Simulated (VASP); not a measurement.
# Hf (Im-3m) in VASP: further runs, part 2 of 2

VASP 6.6.1. Earlier steps stand in the parts before.

### 5 Relaxation of cell and atoms, PBEsol, target pressure 30 GPa, at which the enthalpy is minimised

This run uses another cell than the first one, of 15.80 Å³/atom, 0.672 times its volume.

Input file INCAR:

```
PREC = Accurate
ENCUT = 520
EDIFF = 1E-7
ISMEAR = 0
SIGMA = 0.1
LREAL = False
LASPH = True
NELM = 80
ALGO = Fast
ISIF = 3
LWAVE = False
LCHARG = False
GGA = PS
IBRION = 2
NSW = 80
EDIFFG = -0.002
PSTRESS = 300.0
```

Input file KPOINTS:

```
regular mesh
0
Gamma
  10 10 10
```

Input file POSCAR:

```
Hf                                      
1.0
   -1.5808993649      1.5808993649      1.5808993649
    1.5808993649     -1.5808993649      1.5808993649
    1.5808993649      1.5808993649     -1.5808993649
  Hf            
     1
Direct
     0.0000000000000000    0.0000000000000000    0.0000000000000000
```

Potentials or basis: VASP PAW PBE potentials, release 64 (Hf_pv).

Started as:

```console
> cat potpaw_PBE.64/Hf_pv/POTCAR > POTCAR
> mpirun -np 1 vasp_std > vasp.out
```

OUTCAR:

```text
PREC = Accurate
   ENCUT = 520
   EDIFF = 1E-7
   ISMEAR = 0
   LREAL = False
   LASPH = True
   NELM = 80
   ISIF = 3
   GGA = PS
   IBRION = 2
   NSW = 80
   EDIFFG = -0.002
   PSTRESS = 300.0

 ion  position               nearest neighbor table
   1  0.000  0.000  0.000-

  LATTYP: Found a body centered cubic cell.
 ALAT       =     3.1617987298

  Lattice vectors:

 A1 = (  -1.5808993649,   1.5808993649,   1.5808993649)
 A2 = (   1.5808993649,  -1.5808993649,   1.5808993649)
 A3 = (   1.5808993649,   1.5808993649,  -1.5808993649)

Analysis of symmetry for initial positions (statically):
=====================================================================
 Subroutine PRICEL returns:
 Original cell was already a primitive cell.

 Routine SETGRP: Setting up the symmetry group for a
 body centered cubic supercell.

 Subroutine GETGRP returns: Found 48 space group operations
 (whereof 48 operations were pure point group operations)
 out of a pool of 48 trial point group operations.

The static configuration has the point symmetry O_h .

Analysis of symmetry for dynamics (positions and initial velocities):
=====================================================================
 Subroutine PRICEL returns:
 Original cell was already a primitive cell.

 Routine SETGRP: Setting up the symmetry group for a
 body centered cubic supercell.

 Subroutine GETGRP returns: Found 48 space group operations
 (whereof 48 operations were pure point group operations)
 out of a pool of 48 trial point group operations.

The dynamic configuration has the point symmetry O_h .

 Subroutine INISYM returns: Found 48 space group operations
 (whereof 48 operations are pure point group operations),
 and found     1 'primitive' translations

----------------------------------------------------------------------------------------

                                     Primitive cell

  volume of cell :      15.8042

  direct lattice vectors                    reciprocal lattice vectors
    -1.580899365  1.580899365  1.580899365     0.000000000  0.316275666  0.316275666
     1.580899365 -1.580899365  1.580899365     0.316275666  0.000000000  0.316275666
     1.580899365  1.580899365 -1.580899365     0.316275666  0.316275666  0.000000000

  length of vectors
     2.738198022  2.738198022  2.738198022     0.447281337  0.447281337  0.447281337

  position of ions in fractional coordinates (direct lattice)
     0.000000000  0.000000000  0.000000000

  ion indices of the primitive-cell ions
   primitive index   ion index
                 1           1

----------------------------------------------------------------------------------------

 KPOINTS: regular mesh

Automatic generation of k-mesh.
 Grid dimensions read from file:
 generate k-points for:   10   10   10

 Generating k-lattice:

  Cartesian coordinates                     Fractional coordinates (reciprocal lattice)
     0.000000000  0.031627567  0.031627567     0.100000000  0.000000000  0.000000000
     0.031627567  0.000000000  0.031627567     0.000000000  0.100000000  0.000000000
     0.031627567  0.031627567  0.000000000     0.000000000  0.000000000  0.100000000
[... 56 lines left out ...]
   NELM   =     80;   NELMIN=  2; NELMDL= -5     # of ELM steps
   EDIFF  = 0.1E-06   stopping-criterion for ELM
   LREAL  =      F    real-space projection
   EDIFFG = -.2E-02   stopping-criterion for IOM
   NSW    =     80    number of steps for IOM
   IBRION =      2    ionic relax: 0-MD 1-quasi-New 2-CG
   NFREE  =      1    steps in history (QN), initial steepest desc. (CG)
   ISIF   =      3    stress and relaxation
   ISYM   =      2    0-nonsym 1-usesym 2-fastsym
   POTIM  = 0.5000    time-step for ionic-motion
   TEBEG  =    0.0;   TEEND  =   0.0 temperature during run
   PSTRESS=  300.0 pullay stress
   NELECT =      10.0000    total number of electrons
   NUPDOWN=      -1.0000    fix difference up-down
   EMIN   =  10.00;   EMAX   =-10.00  energy-range for DOS
   EFERMI =   0.00;   METHOD = LEGACY
   ISMEAR =     0;   SIGMA  =   0.10  broadening in eV -4-tet -1-fermi 0-gaus
   EFERMI_NEDOS =   21; number of points for ismear=-14 and -15
   IALGO  =     68    algorithm
   IMIX   =      4    mixing-type and parameters
     AMIX     =   0.40;   BMIX     =  1.00
     AMIX_MAG =   1.60;   BMIX_MAG =  1.00
  volume/ion in A,a.u.               =      15.80       106.65
  Fermi-wavevector in a.u.,A,eV,Ry     =   1.405456  2.655927 26.875680  1.975307
  Thomas-Fermi vector in A             =   2.527915
   LORBIT       =      0    0 simple, 1 ext, 2 COOP (PROOUT), +10 PAW based schemes
   GGA     = PS    functional components
   LHFCALC =     F    Hartree Fock is set to
   AEXX    =    0.0000 exact exchange contribution
   IVDW    =     0    specifies the selected vdW correction
   LEPSILON=     F    determine dielectric tensor
   LRPA    =     F    only Hartree local field effects (RPA)
 conjugate gradient relaxation of ions
 non-spin polarized calculation
 RMM-DIIS sequential band-by-band and
 Gauss-broadening in eV      SIGMA  =   0.10
  energy-cutoff  :      520.00
  volume of cell :       15.80
 maximum number of plane-waves:       438
   NGX = 11   NGY = 11   NGZ = 11

--------------------------------------- Ionic step        1  -------------------------------------------

 number of electron      10.0000000 magnetization

 number of electron       9.9999999 magnetization

 Free energy of the ion-electron system (eV)
  ---------------------------------------------------
  ext. energy  EPLUGINS =         0.00000000
  ---------------------------------------------------
  free energy    TOTEN  =        -9.66153322 eV

  energy without entropy =       -9.65726486  energy(sigma->0) =       -9.65939904

------------------------ aborting loop because EDIFF is reached ----------------------------------------

  FORCE on cell =-STRESS in cart. coord.  units (eV):
  Direction    XX          YY          ZZ          XY          YZ          ZX
  --------------------------------------------------------------------------------------
  -------------------------------------------------------------------------------------
  Total        4.9324911      4.9324911      4.9324911      0.0000000      0.0000000     -0.0000000
  in kB      500.0393980    500.0393980    500.0393980      0.0000000      0.0000000     -0.0000000
  external PRESSURE =     200.0393980 kB  Pullay stress =     300.0000000 kB
[... 94 lines left out ...]
  energy  without entropy=      -10.0262591042  energy(sigma->0) =      -10.03010076

  enthalpy is  TOTEN    =        -6.7852284856 eV   P V=        3.2487139219

[... ionic steps 4 to 15 ...]

--------------------------------------- Ionic step       16  -------------------------------------------

 number of electron      10.0000003 magnetization

------------------------ aborting loop because EDIFF is reached ----------------------------------------
[... 69 lines left out ...]
--------------------------------------- Ionic step       18  -------------------------------------------

 number of electron      10.0000003 magnetization

 Free energy of the ion-electron system (eV)
  ---------------------------------------------------
  ext. energy  EPLUGINS =         0.00000000
  ---------------------------------------------------
  free energy    TOTEN  =       -10.01625747 eV

  energy without entropy =      -10.00856936  energy(sigma->0) =      -10.01241342

 E-fermi :   6.3344     XC(G=0): -12.6339

 val. band max:        6.3342503383   @ k =   0.1000   0.1000   0.1000
 cond. band min:       6.4452636384   @ k =  -0.3000   0.3000   0.1000
 fundamental gap:      0.1110133001
 Fermi energy:         6.3343519727

 k-point     1 :       0.0000    0.0000    0.0000
  band No.  band energies     occupation
      1     -22.4458      2.00000
      2     -22.4458      2.00000
      3     -22.4458      2.00000
      4      -1.4774      2.00000
      5       7.9639      0.00000
      6       7.9639      0.00000
      7       7.9639      0.00000
      8      11.5755      0.00000
      9      11.5755      0.00000
[... 265 lines left out ...]
 k-point    24 :      -0.3000    0.3000    0.1000
  band No.  band energies     occupation
      1     -23.7012      2.00000
      2     -22.8994      2.00000
      3     -22.6020      2.00000
      4       2.0711      2.00000
      5       6.4453      0.11676
      6       6.4631      0.06854
      7       9.8842      0.00000
      8      12.0182      0.00000
      9      12.9240      0.00000

 [... further k-points ...]

------------------------ aborting loop because EDIFF is reached ----------------------------------------

  FORCE on cell =-STRESS in cart. coord.  units (eV):
  Direction    XX          YY          ZZ          XY          YZ          ZX
  --------------------------------------------------------------------------------------
  -------------------------------------------------------------------------------------
  Total        3.2298035      3.2298035      3.2298035      0.0000000      0.0000000      0.0000000
  in kB      299.9158326    299.9158326    299.9158326      0.0000000      0.0000000      0.0000000
  external PRESSURE =      -0.0841674 kB  Pullay stress =     300.0000000 kB
[... 20 lines left out ...]
  energy  without entropy=      -10.0085693582  energy(sigma->0) =      -10.01241342

  enthalpy is  TOTEN    =        -6.7855476198 eV   P V=        3.2307098548

 reached required accuracy - stopping structural energy minimisation
```

CONTCAR:

```text
Hf
   1.00000000000000
    -1.6278301857984450    1.6278301857984452    1.6278301857984450
     1.6278301857984450   -1.6278301857984452    1.6278301857984450
     1.6278301857984450    1.6278301857984452   -1.6278301857984450
  Hf
     1
Direct
     0.0000000000000000    0.0000000000000000    0.0000000000000000

  0.00000000E+00  0.00000000E+00  0.00000000E+00
```

It took 46 s on 1 thread of Intel Xeon Platinum 8488C (Sapphire Rapids), shared host; peak memory 0.13 GiB.

What came out:

```
Free energy                                            : -10.0163 eV
Relaxed volume                                         : 17.25 Å³/atom
Relaxed cell                                           : a = 2.819 Å, b = 2.819 Å, c = 2.819 Å, α = 109.47°, β = 109.47°, γ = 109.47°
Space group after relaxing (to 0.05 Å)                 : Im-3m (No. 229)
Energy change on relaxing (the enthalpy is what falls) : -354.7 meV/atom
Ionic steps                                            : 18
Pressure after relaxing                                : 30.0 GPa
Band gap on the k mesh                                 : none (metal or under the smearing width)
```

Step by step:
| step | energy change (eV) | largest force (eV/Å) | pressure (GPa) | volume (Å³) |
| --- | --- | --- | --- | --- |
| 1 | 0.0000 | 0.0000 | 50.00 | 15.80 |
| 2 | -0.6726 | 0.0000 | 2.57 | 20.76 |
| 3 | -0.3724 | 0.0000 | 28.95 | 17.35 |
| 4 | -0.3565 | 0.0000 | 29.90 | 17.26 |
| 5 | -0.3509 | 0.0000 | 30.23 | 17.23 |
| 6 | -0.3510 | 0.0000 | 30.24 | 17.23 |
| 7 | -0.3513 | 0.0000 | 30.20 | 17.24 |
| 8 | -0.3514 | 0.0000 | 30.20 | 17.24 |
| 9 | -0.3514 | 0.0000 | 30.20 | 17.24 |
| 10 | -0.3514 | 0.0000 | 30.20 | 17.24 |
| 11 | -0.3514 | 0.0000 | 30.20 | 17.24 |
| 12 | -0.3515 | 0.0000 | 30.20 | 17.24 |
| 13 | -0.3516 | 0.0000 | 30.20 | 17.24 |
| 14 | -0.3519 | 0.0000 | 30.17 | 17.24 |
| 15 | -0.3524 | 0.0000 | 30.14 | 17.24 |
| 16 | -0.3534 | 0.0000 | 30.09 | 17.25 |
| 17 | -0.3555 | 0.0000 | 29.95 | 17.26 |
| 18 | -0.3547 | 0.0000 | 29.99 | 17.25 |

Final structure:
```
Hf
1.0
    -1.62783    1.62783    1.62783
     1.62783   -1.62783    1.62783
     1.62783    1.62783   -1.62783
Hf
1
Direct
  0.00000 0.00000 0.00000
```

Caveat: the cell is relaxed towards a set pressure, so the enthalpy falls and the energy may rise; the PAW data sets were made with another functional, which shifts forces and pressure a little. Spin-orbit coupling is left out, which matters for the levels of Hf.

### 6 Relaxation of cell and atoms, PBEsol, target pressure 30 GPa, at which the enthalpy is minimised

This run uses another cell than the first one, of 17.25 Å³/atom, 0.733 times its volume.

INCAR is that of step 5.

KPOINTS is that of step 5.

Input file POSCAR:

```
Hf                                      
1.0
   -1.6278301858      1.6278301858      1.6278301858
    1.6278301858     -1.6278301858      1.6278301858
    1.6278301858      1.6278301858     -1.6278301858
  Hf            
     1
Direct
     0.0000000000000000    0.0000000000000000    0.0000000000000000
```

Potentials or basis: VASP PAW PBE potentials, release 64 (Hf_pv).

Started as:

```console
> cat potpaw_PBE.64/Hf_pv/POTCAR > POTCAR
> mpirun -np 1 vasp_std > vasp.out
```

It took 14 s on 1 thread of Intel Xeon Platinum 8488C (Sapphire Rapids), shared host; peak memory 0.14 GiB.

Results (log left out):

```yaml
Free_energy: -10.0173 eV
Relaxed_volume: 17.26 Å³/atom
Relaxed_cell: a = 2.820 Å, b = 2.820 Å, c = 2.820 Å, α = 109.47°, β = 109.47°, γ = 109.47°
Space_group_after_relaxing_to_0.05_Å: Im-3m (No. 229)
Energy_change_on_relaxing_the_enthalpy_is_what_falls: -0.6 meV/atom
Ionic_steps: 3
Pressure_after_relaxing: 30.0 GPa
Band_gap_on_the_k_mesh: none (metal or under the smearing width)
```

Step by step:
| step | energy change (eV) | largest force (eV/Å) | pressure (GPa) | volume (Å³) |
| --- | --- | --- | --- | --- |
| 1 | 0.0000 | 0.0000 | 30.06 | 17.25 |
| 2 | -0.0030 | 0.0000 | 29.83 | 17.27 |
| 3 | -0.0006 | 0.0000 | 29.98 | 17.26 |

Final structure:
```
Hf
1.0
    -1.62792    1.62792    1.62792
     1.62792   -1.62792    1.62792
     1.62792    1.62792   -1.62792
Hf
1
Direct
  0.00000 0.00000 0.00000
```

Levels at points of the mesh, in eV from the Fermi level:
```tsv
k point	band 1	band 2	band 3	band 4	band 5	band 6	band 7	band 8	band 9
(0.00, 0.00, 0.00)	-28.78	-28.78	-28.78	-7.81	1.63	1.63	1.63	5.24	5.24
(0.50, 0.00, 0.00)	-30.66	-29.36	-28.80	-4.32	-1.12	2.47	5.28	6.57	10.19
(0.50, 0.50, 0.50)	-30.05	-30.05	-30.05	-3.93	-3.93	8.93	8.93	8.93	9.68
```

Caveat: the cell is relaxed towards a set pressure, so the enthalpy falls and the energy may rise; the PAW data sets were made with another functional, which shifts forces and pressure a little. The run has no spin-orbit coupling, so splittings on Hf are missing.
